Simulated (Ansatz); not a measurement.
## C: single point with PBE

C:

```xyz
2
Lattice="0.0000 1.7834 1.7834 1.7834 0.0000 1.7834 1.7834 1.7834 0.0000" Properties=species:S:1:pos:R:3 pbc="T T T"
C     2.6751    2.6751    2.6751
C     1.7834    1.7834    1.7834
```

This isn't the form of C at room conditions, which is graphite.

```
Program             : Ansatz 0.2.0
Task                : single point
Functional          : PBE
Potentials or basis : all-electron LAPW, scalar-relativistic
Cutoff              : 449 eV (chosen from the basis error)
Basis error allowed : 0.001 eV/atom
k mesh              : 13 × 13 × 13
Occupations         : gaussian, width 0.018 eV
Spin                : no spin polarisation
```

- Pressure: 1.8 GPa
- Band gap on the k mesh: 4.15 eV, indirect (least direct gap 5.60 eV)

Levels at points of the mesh, in eV from the valence-band top:
| k point | band 3 | band 4 | band 5 | band 6 | band 7 | band 8 | band 9 | band 10 |
| --- | --- | --- | --- | --- | --- | --- | --- | --- |
| (0.00, 0.00, 0.00) | -21.47 | 0.00 | 0.00 | 0.00 | 5.60 | 5.60 | 5.60 | 13.34 |

It took 3.7 s on 1 thread of Arm Neoverse V2, on a shared host, peak memory 0.24 GiB.

Caveat: an odd mesh through Γ misses points on the zone boundary, where band edges often lie.
